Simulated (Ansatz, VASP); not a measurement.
## One calculation of AlN, two programs

```
CELL_PARAMETERS angstrom
0.00000 2.02258 2.02258
2.02258 0.00000 2.02258
2.02258 2.02258 0.00000
ATOMIC_POSITIONS crystal
Al 0.50000 0.50000 0.50000
N 0.00000 0.00000 0.00000
```

Alike in both runs: task single point; functional PBEsol; k mesh 10 × 10 × 10; occupations gaussian, width 0.05 eV; no spin polarisation.

|  | VASP | Ansatz |
| --- | --- | --- |
| version | VASP 6.6.1 | Ansatz 0.2.0 |
| potentials or method | VASP PAW PBE potentials, release 64 (Al, N) | scalar-relativistic, plane waves, PAW |
| plane-wave cutoff (eV) | 520 | 420 |
| valence electrons in the cell | 8 | 8 |

|  | VASP | Ansatz | Ansatz less VASP |
| --- | --- | --- | --- |
| gap on the k mesh at the Fermi level (eV) | 4.54 | 4.55 | +0.005 |
| least direct gap on the mesh (eV) | 5.65 | 5.63 | -0.020 |
| pressure (GPa) | -0.1 | 0.0 | +0.09 |

With one functional, cell and mesh, what is left measures potentials, basis and numerics.

Caveats: the PAW data sets were made with another functional, which shifts forces and pressure a little (VASP). A k mesh can miss the band edges. A hybrid or GW would open this gap; PBEsol tends to underestimate it.
